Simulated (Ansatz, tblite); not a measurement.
## A script for ZrO₂ (GFN1-xTB)

These are simulated results from tblite 0.8.0, not measurements. The cell began as a measured structure and was relaxed with r2SCAN in plane waves (Ansatz 0.2.0). All runs are without spin polarisation.

It is tetragonal, P4_2/nmc (No. 137); conventional cell a = 3.601 Å, c = 5.227 Å, 11.30 Å³ an atom. Zr has 8 O at 2.07–2.40 Å; O has 4 Zr at 2.07–2.40 Å.

tblite solves periodic systems at the zone centre alone, so the script builds a cluster of 3×3×2 conventional cells (108 atoms), which folds in a coarse mesh of k points.

The script, run.py:

```python
import json
from ase import Atoms
from ase.build import make_supercell
from ase.units import Bohr, GPa, Hartree
from tblite.interface import Calculator

atoms = Atoms(['Zr', 'Zr', 'O', 'O', 'O', 'O'],
              cell=[[3.60102664, 0.0, 0.0], [0.0, 3.60102664, 0.0], [0.0, 0.0, 5.22718375]],
              scaled_positions=[[0.0, 0.0, 0.0], [0.5, 0.5, 0.5], [0.0, 0.5, 0.19696846], [0.0, 0.5, 0.69696846], [0.5, 0.0, 0.30303154], [0.5, 0.0, 0.80303154]],
              pbc=True)
cluster = make_supercell(atoms, [[3, 0, 0], [0, 3, 0], [0, 0, 2]])
calc = Calculator('GFN1-xTB', cluster.numbers, cluster.positions / Bohr, lattice=cluster.cell[:] / Bohr, periodic=cluster.pbc)
calc.set('temperature', 0.02 / Hartree)
calc.set('max-iter', 150)
res = calc.singlepoint()
levels = res.get('orbital-energies') * Hartree
nv = round(res.get('orbital-occupations').sum() / 2)
cells = len(cluster) // len(atoms)
out = {'energy_per_cell': res.get('energy') * Hartree / cells, 'homo': levels[nv - 1], 'lumo': levels[nv],
       'stress': (-res.get('virial') * Hartree / cluster.get_volume() / GPa).tolist(), 'charges': res.get('charges')[:len(atoms)].tolist(), 'electrons': 2 * nv / cells}
json.dump(out, open('results.json', 'w'))
for key, value in out.items():
    print(key, value)
```

Command: `python run.py`. It took 7.3 s on 1 thread of Arm Neoverse V1, with other jobs on the host, peak memory 0.14 GiB.

Output:

```
------------------------------------------------------------
  cycle        total energy    energy error   density error
------------------------------------------------------------
      1     -267.9440929133  -2.6794224E+02   1.4186013E+00
      2      600.5955355842   8.6853963E+02   4.0957565E+00
      3     -332.8332400224  -9.3342878E+02   1.0139857E+00
      4     -366.7139370577  -3.3880697E+01   5.5193017E-01
      5     -389.2407176639  -2.2526781E+01   2.4022490E-01
      6     -389.5668632624  -3.2614560E-01   2.2580953E-01
      7     -392.6873308868  -3.1204676E+00   2.8544542E-02
      8     -392.7453175261  -5.7986639E-02   3.1098756E-02
      9     -392.7585672271  -1.3249701E-02   1.3762527E-02
     10     -392.7680198235  -9.4525964E-03   9.3403786E-03
     11     -392.7747607525  -6.7409290E-03   2.2805149E-03
     12     -392.7750418700  -2.8111755E-04   2.1769238E-04
     13     -392.7750430480  -1.1779885E-06   1.8359712E-04
     14     -392.7750453747  -2.3266309E-06   1.2716741E-05
     15     -392.7750453861  -1.1477994E-08   3.2605580E-06
------------------------------------------------------------

 total:                                   6.591 sec
energy_per_cell -593.7751878189207
homo -11.172370788422468
lumo -9.53033304721829
stress [[12.165195793088655, -0.00012047371212370969, -3.732757370334107e-05], [-0.00012047371212373748, 12.165159976971575, -4.869122594151405e-05], [-3.7327573702748567e-05, -4.869122594164583e-05, 17.955995883685556]]
charges [0.9286677826570575, 0.9289021831347735, -0.4644042026082835, -0.46441799754742696, -0.4644127674866998, -0.4644128354189898]
electrons 32.0
```

The cycle table is in hartree for the whole cluster, and the lines after it are in eV (the energy for one cell). The printed stress is in GPa and positive in compression, and the pressure is its mean diagonal.

GFN1-xTB gives a gap of 1.64 eV. On the same cell, plane-wave PBE (Ansatz, 8×8×6 k points and the special points) gives a gap of 4.06 eV and r2SCAN a gap of 4.60 eV; on shared hosts these took about 8.3 and 21 core-seconds on the 6-atom cell, against 7.3 for the script. Semilocal gaps usually lie below measured ones. xTB was fitted to molecules, so gaps, charges and pressures of solids can be far off, and the gap also depends on the size of the cluster.

The same script was run on cells scaled at fixed shape and fractional coordinates:

```
volume (Å³/atom)  energy (meV/atom)  pressure (GPa, positive in compression)  gap (eV)
            9.94              209.6                                    38.27      1.58
           10.62               79.2                                    24.18      1.62
           11.30                0.0                                    14.10      1.64
           11.97              -43.0                                     6.72      1.65
           12.65              -59.1                                     1.17      1.65
```

The minimum lies beyond the largest of these volumes.

xTB was fitted mostly to molecules, and a small cluster samples few k points, so gaps, pressures and kinks along a curve can be far from a solid's.
